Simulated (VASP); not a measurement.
Input of a VASP 6.6.1 run:

Contents of INCAR:

```
PREC     = Accurate       # precision mode
ENCUT    = 500            # plane-wave cutoff, eV
EDIFF    = 1E-6           # SCF threshold, eV
ISMEAR   = 0              # smearing method
SIGMA    = 0.1            # smearing width, eV
LREAL    = F              # projectors in reciprocal space
LASPH    = T              # aspherical terms in the spheres
NELM     = 120            # most SCF steps
ALGO     = Normal         # electronic algorithm
ISIF     = 2              # what is computed and relaxed
LWAVE    = F              # write WAVECAR
LCHARG   = T              # write CHGCAR
GGA      = PS             # functional
LELF     = T              # ELF
LVHAR    = T            
NBANDS   = 17             # bands
GGA_COMPAT= F
```

Contents of KPOINTS:

```
regular mesh
0
Gamma
  6 6 6
```

The input POSCAR:

```
SnTe
1.0
    0.0000000000      3.1139882984      3.1139882984
    3.1139882984      0.0000000000      3.1139882984
    3.1139882984      3.1139882984      0.0000000000
Sn Te
1 1
Direct
    0.0000000000      0.0000000000      0.0000000000
    0.5000000000      0.5000000000      0.5000000000
```

Potentials or basis: VASP PAW PBE potentials, release 64 (Sn_d, Te).

Run with:

```bash
$ cat potpaw_PBE.64/Sn_d/POTCAR potpaw_PBE.64/Te/POTCAR > POTCAR
$ mpirun -np 1 vasp_std > vasp.out
```

Problem. What does it give for the pressure?

Solution. 1.5 GPa.

Problem. Predict the band gap on the k mesh.

Solution. 0.25 eV, direct.

Caveat: the PAW data sets were made with another functional, which shifts forces and pressure a little; spin-orbit coupling is left out, which moves the levels of the heavy elements.

**The experiment to reproduce.**

From a printed reference work, textbook, for a bulk crystal of SnTe at 300 K: band gap 0.18 eV (direct).

Measured gap of SnTe: 0.18 eV (direct; 300 K; a printed reference work, textbook). This calculation gives 0.25 eV (+0.07 eV). Spin-orbit coupling on Sn, Te is left out. The value is that of PBEsol on a finite k mesh, which can miss the band edges, without temperature or zero-point motion.
